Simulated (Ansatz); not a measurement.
Ta$_{2}$N (P-3m1), γ-surface

The calculation used DFT PBE, scalar-relativistic, plane waves, PAW in Ansatz. Settings: plane waves to 420 eV, k-mesh 17×17×5 (Γ-centred), Gaussian smearing 0.15 eV. Spin–orbit coupling is left out, which can shift energies with elements as heavy as these. No spin polarisation. Energies are free energies at this smearing, counted from the undisturbed cell; pressure is positive in compression.

The undisturbed cell (relaxed at this level; it needn't be the usual structure):

```
CELL_PARAMETERS angstrom
-3.10114 0.00000 0.00000
-1.55057 -2.68567 0.00000
0.00000 0.00000 9.76378
ATOMIC_POSITIONS crystal
Ta 0.66667 0.66667 0.30870
Ta 0.66667 0.66667 0.80870
Ta 0.33333 0.33333 0.06380
Ta 0.33333 0.33333 0.56380
N 0.00000 0.00000 0.93625
N 0.00000 0.00000 0.43625
```

Vector c is tilted by p·a + q·b with the atoms' Cartesian places fixed: one unrelaxed fault a cell on a (0 0 1) plane of area 8.33 Å². Points are written (p, q).

Energy above the undisturbed cell in mJ/m² (a dash: not computed):

```
p \ q  0.000  0.167  0.333  0.500  0.667  0.833
0.000      0   1808      ?  11073      ?   1808
0.167   1808      –   3865      –   2643      –
0.333      ?   3865   2701   3865      ?   9850
0.500  11073      –   3865      –      ?      –
0.667      ?      –      ?      –  36998      –
```

**Question.** Fill in the withheld energies.

**Answer.** (0.000, 0.333): 7223; (0.000, 0.667): 7223; (0.333, 0.000): 7223; (0.333, 0.667): 7223; (0.500, 0.667): 23594; (0.667, 0.000): 7223; (0.667, 0.333): 7223.

Cost: 10 runs of about 46 core-minutes in all, on Intel Xeon Processor @ 2.50GHz (Skylake/Cascade Lake) (shared hosts).